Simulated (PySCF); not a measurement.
Isomers of C6H6O.

All values: PBE0/pcSseg-1 (PySCF) at GFN2-xTB geometries, gas phase, one conformer each.

**Question.** Rank by LUMO energy, highest first.
A. `[CH2:1]=[CH:2][c:3]1[cH:4][cH:5][cH:6][o:7]1` with C1–C2–C3–C4 180°
B. `[OH:1][c:2]1[cH:3][cH:4][cH:5][cH:6][cH:7]1` with H–O1–C2–C3 180°
C. `[CH:1]#[C:2][C:3](=[CH2:4])[C:5]([CH3:6])=[O:7]` with C2–C3–C5–C6 0°
D. `[CH2:1]=[C:2]1[CH:3]=[C:4]1[C:5]([CH3:6])=[O:7]` with C3–C4–C5–C6 174°

**Answer.** B (-0.22 eV), A (-0.84 eV), C (-2.05 eV), D (-2.40 eV).

**Question.** Rank by dipole moment, lowest first.
A. `C1=C[C@H]2C=C[C@@H]1O2`
B. `[CH2:1]=[CH:2][c:3]1[cH:4][cH:5][cH:6][o:7]1` with C1–C2–C3–C4 180°
C. `C(#CC(C)=C)C=O`
D. `[CH:1]#[C:2][C:3](=[CH2:4])[C:5]([CH3:6])=[O:7]` with C2–C3–C5–C6 0°
E. `[CH2:1]=[C:2]1[CH:3]=[C:4]1[C:5]([CH3:6])=[O:7]` with C3–C4–C5–C6 174°

**Answer.** B (0.76 D), E (1.48 D), A (1.81 D), D (2.55 D), C (4.02 D).

**Question.** Rank by the highest IAO charge on any atom, highest value first.
A. `[OH:1][c:2]1[cH:3][cH:4][cH:5][cH:6][cH:7]1` with H–O1–C2–C3 180°
B. `C=C(C)C#CC=O`
C. `C1=C[C@H]2C=C[C@@H]1O2`
D. `[CH:1]#[C:2][C:3](=[CH2:4])[C:5]([CH3:6])=[O:7]` with C2–C3–C5–C6 0°

**Answer.** D (+0.389 e), A (+0.363 e), B (+0.238 e), C (+0.161 e).

All values together:

```
                SMILES  μ (D)  HOMO (eV)  LUMO (eV)  lowest IAO charge (e)  highest IAO charge (e)  lowest Hirshfeld charge (e)  highest Hirshfeld charge (e)
            C=Cc1ccco1   0.76      -6.14      -0.84             -0.318 (C)              +0.173 (H)                   -0.104 (C)                    +0.064 (H)
             Oc1ccccc1   1.36      -6.57      -0.22             -0.475 (O)              +0.363 (H)                   -0.188 (O)                    +0.180 (H)
        C#CC(=C)C(C)=O   2.55      -7.44      -2.05             -0.477 (C)              +0.389 (C)                   -0.227 (O)                    +0.168 (C)
          C=C(C)C#CC=O   4.02      -7.57      -2.31             -0.420 (C)              +0.238 (C)                   -0.220 (O)                    +0.123 (C)
C1=C[C@H]2C=C[C@@H]1O2   1.81      -6.49      -0.75             -0.390 (O)              +0.161 (H)                   -0.157 (O)                    +0.055 (H)
        C=C1C=C1C(C)=O   1.48      -6.54      -2.40             -0.474 (C)              +0.368 (C)                   -0.228 (O)                    +0.163 (C)
```

Conformers: `[CH2:1]=[CH:2][c:3]1[cH:4][cH:5][cH:6][o:7]1` with C1–C2–C3–C4 180°; `[OH:1][c:2]1[cH:3][cH:4][cH:5][cH:6][cH:7]1` with H–O1–C2–C3 180°; `[CH:1]#[C:2][C:3](=[CH2:4])[C:5]([CH3:6])=[O:7]` with C2–C3–C5–C6 0°; `[CH2:1]=[C:2]1[CH:3]=[C:4]1[C:5]([CH3:6])=[O:7]` with C3–C4–C5–C6 174°.
